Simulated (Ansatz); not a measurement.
(102) slab cut from the bulk of ZrS2, P-3m1 (No. 164); the slab's formula is ZrS2:

```xyz
18
Lattice="3.6274 0.0000 0.0000 0.0000 8.6057 0.0000 0.0000 0.0000 26.4742" Properties=species:S:1:pos:R:3 pbc="T T T"
S     1.8137    8.3772    7.5000
Zr    1.8137    2.2935    7.8703
S     1.8137    4.8154    8.2406
S     0.0000    2.0650    9.6467
Zr    0.0000    4.5870   10.0170
S     0.0000    7.1089   10.3873
S     1.8137    4.3585   11.7934
Zr    1.8137    6.8804   12.1637
S     1.8137    0.7967   12.5340
S     0.0000    6.6520   13.9402
Zr    0.0000    0.5682   14.3105
S     0.0000    3.0902   14.6808
S     1.8137    0.3398   16.0869
Zr    1.8137    2.8617   16.4572
S     1.8137    5.3837   16.8275
S     0.0000    2.6333   18.2336
Zr    0.0000    5.1552   18.6039
S     0.0000    7.6771   18.9742
```

Computed with DFT PBEsol, scalar-relativistic, plane waves, PAW in Ansatz. Cutoff 420 eV; k points 7×3×1 on the computed 18-atom cell (Γ-centred); Gaussian smearing, width 0.05 eV; no spin polarisation. The cell repeats along c with a dipole correction in the vacuum.

Q: What forces act on the atoms?

A:
```tsv
atom	Fx (eV/Å)	Fy (eV/Å)	Fz (eV/Å)
S1	0.000	2.721	-0.133
Zr2	0.000	-2.744	1.775
S3	0.000	-0.247	-0.592
S4	0.000	-0.015	-1.044
Zr5	0.000	0.490	0.222
S6	0.000	-0.072	-0.007
S7	0.000	-0.201	-0.108
Zr8	0.000	0.075	-0.177
S9	0.000	0.046	-0.075
S10	0.000	-0.046	0.075
Zr11	0.000	-0.075	0.177
S12	0.000	0.201	0.108
S13	0.000	0.072	0.007
Zr14	0.000	-0.490	-0.222
S15	0.000	0.015	1.044
S16	0.000	0.247	0.592
Zr17	0.000	2.744	-1.775
S18	0.000	-2.721	0.133
```

Cost: 1 run of about 2.5 core-minutes, on Arm Neoverse V1 (shared hosts).